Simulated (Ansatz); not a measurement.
Wanted: the native input for an Ansatz 0.2.0 run.

```
Task                : relaxation of cell and atoms
Functional          : PBE
Potentials or basis : Ansatz PAW
Cutoff              : 420 eV (not typed: the program's choice for these potentials)
k mesh              : 11 × 11 × 11
Occupations         : fermi-dirac, width 0.05 eV
Spin                : no spin polarisation
```

The system is Ti.

```xyz
1
Lattice="-1.6410 1.6410 1.6410 1.6410 -1.6410 1.6410 1.6410 1.6410 -1.6410" Properties=species:S:1:pos:R:3 pbc="T T T"
Ti    0.0000    0.0000    0.0000
```

This isn't the form of Ti at room conditions, which is hcp.

The input as run:

input.yaml

```yaml
crystal:
  lattice:
    - [-1.641, 1.641, 1.641]
    - [1.641, -1.641, 1.641]
    - [1.641, 1.641, -1.641]
  atoms:
    - { symbol: Ti, position: [0.0, 0.0, 0.0] }
hamiltonian:
  xc: pbe
  pseudopotentials: { kind: paw }
kpoints:
  mp_grid: { grid: [11, 11, 11] }
scf:
  occupations: { method: fermi_dirac, width: 0.05 }
output:
  forces: true
  stress: true
  eigenvalues: true
relax:
  f_tol: 0.01
  max_steps: 40
  cell: { stress_tol: 0.05 }
```

Potentials or basis: Ansatz PAW.

Command:

```console
$ ansatz run input.yaml --threads 2 --pin off --max-ram 5632MiB --backend cpu --events-out ev --progress --plain --runs-dir out
```

Results of the run:

The relaxed volume is 17.24 Å³/atom. The relaxed cell is a = 2.819 Å, b = 2.819 Å, c = 2.819 Å, α = 109.47°, β = 109.47°, γ = 109.47° and the space group after relaxing (to 0.05 Å) is Im-3m (No. 229). The energy gained by relaxing is 3.5 meV/atom and the ionic steps are 5. The pressure after relaxing is 0.0 GPa. The band gap on the k mesh is none (metal or under the smearing width).

Caveat: the plane-wave basis is chosen anew once the cell has moved, so the energies of steps on either side of that aren't comparable.

Wall time 2.8 s on 2 threads of Intel(R) Xeon(R) Platinum 8259CL CPU @ 2.50GHz (Skylake/Cascade Lake) (shared host), peak memory 0.35 GiB.
